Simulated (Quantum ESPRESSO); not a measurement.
# Ga (P-1) in Quantum ESPRESSO: convergence with wavefunction cutoff

Aim: find how far wavefunction cutoff must go before the results for Ga settle, at PBEsol. This setting moves, with any that are tied to it; all else stays.

Everything below comes from runs of Quantum ESPRESSO 7.5. Logs are shortened: lines on timing, memory, paths and dates and some standing lists are left out, and cuts for length are marked.

### Step 1. The cell of the first run

The typed cell holds 2 atoms: a = 4.316 Å, b = 4.316 Å, c = 3.170 Å, α = 90.00°, β = 90.00°, γ = 140.74°.

This isn't the form of Ga at room conditions, which is orthorhombic.

The cell isn't the ideal one: atoms moved at random, drawn with an rms of 0.05 Å.

### Step 2. With wavefunction cutoff 32 Ry

Contents of pw.in:

```
&CONTROL
  calculation = 'scf'
  prefix = 'pwscf'
  outdir = './tmp'
  pseudo_dir = './pseudo'
  tprnfor = .true.
  tstress = .true.
  disk_io = 'nowf'
/
&SYSTEM
  ibrav = 0
  nat = 2
  ntyp = 1
  ecutwfc = 32
  nbnd = 40
  occupations = 'smearing'
  smearing = 'fd'
  degauss = 0.00367493
  noncolin = .true.
  lspinorb = .true.
/
&ELECTRONS
  conv_thr = 4d-10
  electron_maxstep = 120
  mixing_beta = 0.5
/
ATOMIC_SPECIES
Ga    69.7230 Ga.upf
CELL_PARAMETERS angstrom
   1.4500000000   -4.0650000000    0.0000000000
   1.4500000000    4.0650000000    0.0000000000
   0.0000000000    0.0000000000    3.1700000000
ATOMIC_POSITIONS crystal
Ga     0.1426510000    0.8836200000    0.7521610000
Ga     0.8630400000    0.1461870000    0.2619770000
K_POINTS automatic
4 4 3 0 0 0
```

Potentials or basis: PseudoDojo 0.4 FR PBEsol standard.

The run is started by

```bash
$ OMP_NUM_THREADS=1 pw.x -in pw.in > pw.out
```

Run time: 53 s. Hardware: 1 thread of Arm Neoverse N1, shared host; peak memory 0.06 GiB.

What came out:

| Property | Result |
| --- | --- |
| Free energy | -3965.0991 eV |
| Pressure | -1986.1 GPa |
| Largest force | 0.985 eV/Å |
| Band gap on the k mesh | none (metal or under the smearing width) |

### Step 3. With wavefunction cutoff 40 Ry

Edit pw.in of step 2 so:

```diff
@@ -13,3 +13,3 @@
   ntyp = 1
-  ecutwfc = 32
+  ecutwfc = 40
   nbnd = 40
```

Potentials or basis: PseudoDojo 0.4 FR PBEsol standard.

The run is started by

```bash
$ OMP_NUM_THREADS=1 pw.x -in pw.in > pw.out
```

Wall time 74 s (1 thread of Arm Neoverse N1, shared host); peak memory 0.08 GiB.

Results:

```yaml
Free_energy: -4086.7322 eV
Pressure: -1135.3 GPa
Largest_force: 0.690 eV/Å
Band_gap_on_the_k_mesh: none (metal or under the smearing width)
```

### Step 4. With wavefunction cutoff 48 Ry

Edit pw.in of step 3 so:

```diff
@@ -13,3 +13,3 @@
   ntyp = 1
-  ecutwfc = 40
+  ecutwfc = 48
   nbnd = 40
```

The run is started by

```bash
$ OMP_NUM_THREADS=1 pw.x -in pw.in > pw.out
```

It took 1.8 min on 1 thread of Arm Neoverse N1, shared host; peak memory 0.1 GiB.

Results:

| Quantity | Value |
| --- | --- |
| Free energy | -4136.7099 eV |
| Pressure | -458.4 GPa |
| Largest force | 0.268 eV/Å |
| Band gap on the k mesh | none (metal or under the smearing width) |

### Step 5. With wavefunction cutoff 56 Ry

Edit pw.in of step 4 so:

```diff
@@ -13,3 +13,3 @@
   ntyp = 1
-  ecutwfc = 48
+  ecutwfc = 56
   nbnd = 40
```

The run is started by

```bash
$ OMP_NUM_THREADS=1 pw.x -in pw.in > pw.out
```

It took 2 min on 1 thread of Arm Neoverse N1, shared host; peak memory 0.12 GiB.

Results:

```
Free energy            : -4151.1555 eV
Pressure               : -125.0 GPa
Largest force          : 0.189 eV/Å
Band gap on the k mesh : none (metal or under the smearing width)
```

### Step 6. With wavefunction cutoff 64 Ry

Edit pw.in of step 5 so:

```diff
@@ -13,3 +13,3 @@
   ntyp = 1
-  ecutwfc = 56
+  ecutwfc = 64
   nbnd = 40
```

Potentials or basis: PseudoDojo 0.4 FR PBEsol standard.

The run is started by

```bash
$ OMP_NUM_THREADS=1 pw.x -in pw.in > pw.out
```

Wall time 3 min (1 thread of Arm Neoverse N1, shared host); peak memory 0.15 GiB.

The run converged. Its results:

```yaml
Free_energy: -4154.0462 eV
Pressure: -22.5 GPa
Largest_force: 0.199 eV/Å
Band_gap_on_the_k_mesh: none (metal or under the smearing width)
```

### Step 7. With wavefunction cutoff 72 Ry

Edit pw.in of step 6 so:

```diff
@@ -13,3 +13,3 @@
   ntyp = 1
-  ecutwfc = 64
+  ecutwfc = 72
   nbnd = 40
```

The run is started by

```bash
$ OMP_NUM_THREADS=1 pw.x -in pw.in > pw.out
```

Run time: 3.3 min. Hardware: 1 thread of Arm Neoverse N1, shared host; peak memory 0.17 GiB.

The run converged. Its results:

```yaml
Free_energy: -4154.4171 eV
Pressure: -2.9 GPa
Largest_force: 0.193 eV/Å
Band_gap_on_the_k_mesh: none (metal or under the smearing width)
```

### Step 8. With wavefunction cutoff 80 Ry

Edit pw.in of step 7 so:

```diff
@@ -13,3 +13,3 @@
   ntyp = 1
-  ecutwfc = 72
+  ecutwfc = 80
   nbnd = 40
```

The run is started by

```bash
$ OMP_NUM_THREADS=1 pw.x -in pw.in > pw.out
```

Run time: 3 min. Hardware: 1 thread of Arm Neoverse N1, shared host; peak memory 0.19 GiB.

It converged, with:

* Free energy: -4154.4410 eV
* Pressure: -1.0 GPa
* Largest force: 0.193 eV/Å
* Band gap on the k mesh: none (metal or under the smearing width)

### Step 9. With wavefunction cutoff 96 Ry

Edit pw.in of step 8 so:

```diff
@@ -13,3 +13,3 @@
   ntyp = 1
-  ecutwfc = 80
+  ecutwfc = 96
   nbnd = 40
```

Potentials or basis: PseudoDojo 0.4 FR PBEsol standard.

The run is started by

```bash
$ OMP_NUM_THREADS=1 pw.x -in pw.in > pw.out
```

Run time: 5.9 min. Hardware: 1 thread of Arm Neoverse N1, shared host; peak memory 0.25 GiB.

It converged, with:

- Free energy: -4154.4418 eV
- Pressure: -0.9 GPa
- Largest force: 0.193 eV/Å
- Band gap on the k mesh: none (metal or under the smearing width)

### Step 10. With wavefunction cutoff 120 Ry

Edit pw.in of step 9 so:

```diff
@@ -13,3 +13,3 @@
   ntyp = 1
-  ecutwfc = 96
+  ecutwfc = 120
   nbnd = 40
```

Potentials or basis: PseudoDojo 0.4 FR PBEsol standard.

The run is started by

```bash
$ OMP_NUM_THREADS=1 pw.x -in pw.in > pw.out
```

pw.out:

```text
This program is part of the open-source Quantum ESPRESSO suite
     for quantum simulation of materials; please cite
[... 6 lines left out ...]
     --------------------
     sticks:   dense  smooth     PW     G-vecs:    dense   smooth      PW
     Sum        1611    1611    491                44859    44859    7661

     Using Slab Decomposition

     bravais-lattice index     =            0
     lattice parameter (alat)  =       8.1558  a.u.
     unit-cell volume          =     252.1822 (a.u.)^3
     number of atoms/cell      =            2
     number of atomic types    =            1
     number of electrons       =        26.00
     number of Kohn-Sham states=           40
     kinetic-energy cutoff     =     120.0000  Ry
     charge density cutoff     =     480.0000  Ry
     scf convergence threshold =      4.0E-10
     mixing beta               =       0.5000
     number of iterations used =            8  plain     mixing
     Exchange-correlation= PBESOL
                           (   1   4  10   8   0   0   0)
     Non magnetic calculation with spin-orbit

     celldm(1)=   8.155810  celldm(2)=   0.000000  celldm(3)=   0.000000
     celldm(4)=   0.000000  celldm(5)=   0.000000  celldm(6)=   0.000000

     crystal axes: (cart. coord. in units of alat)
               a(1) = (   0.335969  -0.941873   0.000000 )
               a(2) = (   0.335969   0.941873   0.000000 )
               a(3) = (   0.000000   0.000000   0.734499 )

     reciprocal axes: (cart. coord. in units 2 pi/alat)
               b(1) = (  1.488231 -0.530857  0.000000 )
               b(2) = (  1.488231  0.530857 -0.000000 )
               b(3) = ( -0.000000  0.000000  1.361473 )

     PseudoPot. # 1 for Ga read from file:
     Ga.upf
     Pseudo is Norm-conserving + core correction, Zval = 13.0
     Generated using ONCVPSP code by D. R. Hamann
     Using radial grid of 1902 points, 10 beta functions with:
                l(1) =   0
                l(2) =   0
                l(3) =   1
                l(4) =   1
                l(5) =   1
                l(6) =   1
                l(7) =   2
                l(8) =   2
                l(9) =   2
               l(10) =   2

     atomic species   valence    mass     pseudopotential
     Ga               13.00    69.72300     Ga( 1.00)

     No symmetry found

   Cartesian axes

     site n.     atom                  positions (alat units)
         1        Ga     tau(   1) = (   0.3447957   0.6978986   0.5524613  )
         2        Ga     tau(   2) = (   0.3390694  -0.6751844   0.1924218  )

     number of k points=    26  Fermi-Dirac smearing, width (Ry)=  0.0037
                       cart. coord. in units 2pi/alat
        k(    1) = (   0.0000000   0.0000000   0.0000000), wk =   0.0208333
        k(    2) = (   0.0000000   0.0000000   0.4538243), wk =   0.0416667
        k(    3) = (   0.3720577   0.1327143   0.0000000), wk =   0.0416667
        k(    4) = (   0.3720577   0.1327143   0.4538243), wk =   0.0416667
        k(    5) = (  -0.7441153  -0.2654286   0.0000000), wk =   0.0208333
        k(    6) = (  -0.7441153  -0.2654286   0.4538243), wk =   0.0416667
[... 18 lines left out ...]
        k(   25) = (  -0.3720577   0.3981429  -0.4538243), wk =   0.0416667
        k(   26) = (  -0.0000000   0.2654286   0.4538243), wk =   0.0416667

     Dense  grid:    44859 G-vectors     FFT dimensions: (  60,  60,  45)

     Initial potential from superposition of free atoms

     starting charge      25.9951, renormalised to      26.0000
     Starting wfcs are   36 randomized atomic wfcs +    4 random wfcs

     Self-consistent Calculation

     iteration #  1     ecut=   120.00 Ry     beta= 0.50
     Davidson diagonalization with overlap
     ethr =  1.00E-02,  avg # of iterations =  4.5

     Threshold (ethr) on eigenvalues was too large:
     Diagonalizing with lowered threshold

     Davidson diagonalization with overlap
     ethr =  5.71E-05,  avg # of iterations =  4.9

     total energy              =    -305.34402745 Ry
     estimated scf accuracy    <       0.01537053 Ry

     iteration #  2     ecut=   120.00 Ry     beta= 0.50
     Davidson diagonalization with overlap
     ethr =  5.91E-05,  avg # of iterations =  2.0

     total energy              =    -305.34578652 Ry
     estimated scf accuracy    <       0.00123860 Ry

     iteration #  3     ecut=   120.00 Ry     beta= 0.50
     Davidson diagonalization with overlap
     ethr =  4.76E-06,  avg # of iterations =  2.1

     total energy              =    -305.34591423 Ry
     estimated scf accuracy    <       0.00017703 Ry
[... 19 lines left out ...]
     total energy              =    -305.34592357 Ry
     estimated scf accuracy    <       0.00000004 Ry

     iteration #  7     ecut=   120.00 Ry     beta= 0.50
     Davidson diagonalization with overlap
     ethr =  1.54E-10,  avg # of iterations =  2.1

     total energy              =    -305.34592358 Ry
     estimated scf accuracy    <          2.0E-09 Ry

     iteration #  8     ecut=   120.00 Ry     beta= 0.50
     Davidson diagonalization with overlap
     ethr =  7.68E-12,  avg # of iterations =  2.2

     End of self-consistent calculation

          k = 0.0000 0.0000 0.0000 (  5627 PWs)   bands (ev):

    -4.3776  -4.3776  -4.3774  -4.3774  -4.3501  -4.3501  -4.3308  -4.3308
    -3.8980  -3.8980  -3.8811  -3.8811  -3.8605  -3.8605  -3.8198  -3.8198
    -3.7612  -3.7612  -3.6401  -3.6401  -0.3980  -0.3980   8.6277   8.6277
     9.2837   9.2837  13.7441  13.7441  17.4033  17.4033  18.5335  18.5335
    19.7468  19.7468  21.2738  21.2738  22.1497  22.1497  22.6424  22.6425

          k = 0.0000 0.0000 0.4538 (  5593 PWs)   bands (ev):

    -4.3890  -4.3890  -4.3578  -4.3578  -4.3171  -4.3171  -4.2922  -4.2922
    -3.9324  -3.9324  -3.8932  -3.8932  -3.8481  -3.8481  -3.7810  -3.7810
    -3.7353  -3.7353  -3.7138  -3.7138   1.3061   1.3061   6.3179   6.3179
    10.5384  10.5384  11.4313  11.4313  15.8635  15.8635  16.0518  16.0518
    20.0019  20.0019  20.9440  20.9440  23.1882  23.1882  24.3340  24.3340

          k = 0.3721 0.1327 0.0000 (  5611 PWs)   bands (ev):
[... 97 lines left out ...]
    -4.3622  -4.3622  -4.3455  -4.3455  -4.3192  -4.3192  -4.2991  -4.2991
    -3.9202  -3.9202  -3.8708  -3.8708  -3.8581  -3.8581  -3.8153  -3.8153
    -3.7787  -3.7787  -3.6735  -3.6735   0.8851   0.8851   7.7822   7.7822
    11.5970  11.5970  12.1286  12.1286  14.5156  14.5156  15.0540  15.0540
    18.5305  18.5305  21.7375  21.7375  23.2817  23.2817  26.0138  26.0138

          k =-0.3721-0.1327 0.4538 (  5586 PWs)   bands (ev):

    -4.3762  -4.3762  -4.3341  -4.3341  -4.3080  -4.3080  -4.2957  -4.2957
    -3.9196  -3.9196  -3.8785  -3.8785  -3.8421  -3.8421  -3.7957  -3.7957
    -3.7546  -3.7546  -3.7018  -3.7018   2.5841   2.5841   7.4914   7.4914
     9.8725   9.8725  13.2114  13.2114  14.1263  14.1263  14.6733  14.6733
    15.8677  15.8677  18.8400  18.8400  19.4953  19.4953  21.7778  21.7778

          k =-0.3721 0.1327-0.4538 (  5586 PWs)   bands (ev):

    -4.3770  -4.3770  -4.3364  -4.3364  -4.3078  -4.3078  -4.2957  -4.2957
    -3.9205  -3.9205  -3.8791  -3.8791  -3.8404  -3.8404  -3.7954  -3.7954
    -3.7531  -3.7531  -3.7004  -3.7004   2.5854   2.5854   7.4945   7.4945
     9.8448   9.8448  13.2340  13.2340  14.1657  14.1657  14.6382  14.6382
    15.8595  15.8595  18.8791  18.8791  19.4957  19.4957  21.7385  21.7385

          k = 0.3721-0.1327-0.4538 (  5586 PWs)   bands (ev):

    -4.3762  -4.3762  -4.3383  -4.3383  -4.3078  -4.3078  -4.2952  -4.2952
    -3.9215  -3.9215  -3.8771  -3.8771  -3.8412  -3.8412  -3.7961  -3.7961
    -3.7514  -3.7514  -3.7009  -3.7009   2.5856   2.5856   7.4925   7.4925
     9.8485   9.8485  13.2300  13.2300  14.1664  14.1664  14.6307  14.6307
    15.8745  15.8745  18.8776  18.8776  19.4836  19.4836  21.7478  21.7478

          k = 0.7441-0.2654 0.0000 (  5612 PWs)   bands (ev):

    -4.3450  -4.3450  -4.3375  -4.3375  -4.3219  -4.3219  -4.3027  -4.3027
    -3.9339  -3.9339  -3.8870  -3.8870  -3.8449  -3.8449  -3.7672  -3.7672
    -3.7612  -3.7612  -3.6879  -3.6879   4.2195   4.2195   5.3252   5.3252
     9.0848   9.0848  10.5084  10.5084  17.4401  17.4401  17.7315  17.7315
    19.5613  19.5613  19.9895  19.9895  21.9005  21.9005  22.4222  22.4222
[... 27 lines left out ...]
    -4.3584  -4.3584  -4.3373  -4.3373  -4.3073  -4.3073  -4.2830  -4.2830
    -3.9104  -3.9104  -3.8813  -3.8813  -3.8357  -3.8357  -3.8126  -3.8126
    -3.7566  -3.7566  -3.7320  -3.7320   3.7109   3.7109   6.0945   6.0945
     9.0684   9.0684  11.4358  11.4358  12.2123  12.2123  16.7549  16.7549
    18.6782  18.6782  21.3680  21.3680  22.2550  22.2550  24.4966  24.4966

          k = 0.3721-0.3981-0.4538 (  5605 PWs)   bands (ev):

    -4.3585  -4.3585  -4.3411  -4.3411  -4.3060  -4.3060  -4.2832  -4.2832
    -3.9099  -3.9099  -3.8833  -3.8833  -3.8340  -3.8340  -3.8143  -3.8143
    -3.7526  -3.7526  -3.7312  -3.7312   3.7160   3.7160   6.0843   6.0843
     9.0722   9.0722  11.4233  11.4233  12.2160  12.2160  16.7524  16.7524
    18.7491  18.7491  21.3104  21.3104  22.2492  22.2492  24.4973  24.4973

          k =-0.3721 0.3981-0.4538 (  5605 PWs)   bands (ev):

    -4.3574  -4.3574  -4.3410  -4.3410  -4.3068  -4.3068  -4.2832  -4.2832
    -3.9118  -3.9118  -3.8820  -3.8820  -3.8329  -3.8329  -3.8138  -3.8138
    -3.7529  -3.7529  -3.7325  -3.7325   3.7154   3.7154   6.0863   6.0863
     9.0697   9.0697  11.4249  11.4249  12.2163  12.2163  16.7471  16.7471
    18.7562  18.7562  21.3258  21.3258  22.2175  22.2175  24.5098  24.5099

          k =-0.0000 0.2654 0.4538 (  5609 PWs)   bands (ev):

    -4.3739  -4.3739  -4.3613  -4.3613  -4.3151  -4.3151  -4.2908  -4.2908
    -3.9116  -3.9116  -3.8981  -3.8981  -3.8430  -3.8430  -3.8055  -3.8055
    -3.7548  -3.7548  -3.7130  -3.7130   1.8874   1.8874   6.2484   6.2484
     7.6203   7.6203  11.9560  11.9560  16.1128  16.1128  18.9029  18.9029
    20.5353  20.5353  22.2501  22.2501  22.5126  22.5126  26.0432  26.0433

     the Fermi energy is    10.6047 ev

!    total energy              =    -305.34592358 Ry
     estimated scf accuracy    <          2.7E-10 Ry
     smearing contrib. (-TS)   =      -0.00139146 Ry
     internal energy E=F+TS    =    -305.34453212 Ry

     The total energy is F=E-TS. E is the sum of the following terms:
     one-electron contribution =    -110.32675639 Ry
     hartree contribution      =      80.40525105 Ry
     xc contribution           =     -82.76853515 Ry
     ewald contribution        =    -192.65449164 Ry

     convergence has been achieved in   8 iterations

     Forces acting on atoms (cartesian axes, Ry/au):

     atom    1 type  1   force =    -0.00029062    0.00731262    0.00167680
     atom    2 type  1   force =     0.00029062   -0.00731262   -0.00167680

     Total force =     0.010618     Total SCF correction =     0.000050

     Computing stress (Cartesian axis) and pressure

          total   stress  (Ry/bohr**3)                   (kbar)     P=       -9.31
  -0.00030578  -0.00001465  -0.00000046          -44.98       -2.16       -0.07
  -0.00001465  -0.00010989  -0.00000345           -2.16      -16.16       -0.51
  -0.00000046  -0.00000345   0.00022580           -0.07       -0.51       33.22

=------------------------------------------------------------------------------=
   JOB DONE.
=------------------------------------------------------------------------------=
```

Wall time 6.8 min (1 thread of Arm Neoverse N1, shared host); peak memory 0.33 GiB.

Results:

| Item | Value |
| --- | --- |
| Free energy | -4154.4429 eV |
| Pressure | -0.9 GPa |
| Largest force | 0.193 eV/Å |
| Band gap on the k mesh | none (metal or under the smearing width) |

### Step 11. The series at a glance

| wavefunction cutoff | energy less the tightest run, at zero smearing (meV/atom) | pressure (GPa) | largest force (eV/Å) | SCF cycles | CPU time (s) | peak memory (GiB) |
| --- | --- | --- | --- | --- | --- | --- |
| 32 Ry | 94670.03 | -1986.09 | 0.985 | 10 | 53 | 0.06 |
| 40 Ry | 33854.40 | -1135.33 | 0.690 | 9 | 74 | 0.08 |
| 48 Ry | 8866.29 | -458.41 | 0.268 | 10 | 110 | 0.1 |
| 56 Ry | 1643.70 | -124.97 | 0.189 | 9 | 120 | 0.12 |
| 64 Ry | 198.34 | -22.50 | 0.199 | 9 | 180 | 0.15 |
| 72 Ry | 12.90 | -2.94 | 0.193 | 8 | 200 | 0.17 |
| 80 Ry | 0.96 | -0.96 | 0.193 | 8 | 180 | 0.19 |
| 96 Ry | 0.57 | -0.90 | 0.193 | 8 | 350 | 0.25 |
| 120 Ry | 0.00 | -0.93 | 0.193 | 8 | 400 | 0.33 |

Against the tightest run, the energy stays within 1 meV/atom from 80 Ry on; the pressure stays within 0.1 GPa from 80 Ry on; the largest force stays within 0.005 eV/Å from 72 Ry on. The tightest run that finished is the yardstick and may itself not be fully converged.

Caveats: all runs use coarse meshes.
